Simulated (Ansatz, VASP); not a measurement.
Hg in VASP and in Ansatz

```
Hg
1.0
     1.74632    1.00824    2.14788
    -1.74632    1.00824    2.14788
     0.00000   -2.01648    2.14788
Hg
1
Direct
  0.00000 0.00000 0.00000
```

Alike in both runs: task single point; functional LDA; k mesh 11 × 11 × 11; occupations fermi-dirac, width 0.01 eV; no spin polarisation.

|  | VASP | Ansatz |
| --- | --- | --- |
| version | VASP 6.6.1 | Ansatz 0.2.0 |
| potentials or method | VASP PAW LDA potentials, release 64 (Hg) | plane waves (420 eV) with PAW, scalar-relativistic |
| plane-wave cutoff (eV) | 520 | 420 |
| valence electrons in the cell | 12 | 20 |

```tsv
	VASP	Ansatz	Ansatz less VASP
pressure (GPa)	0.9	0.2	-0.69
largest component of the traceless stress (GPa)	0.54	0.19	-0.349
```

The two sets of potentials don't hold the same shells in valence. Ansatz warned: «pseudo_functional_mismatch».

The runs have no spin-orbit coupling, so splittings on Hg are missing.
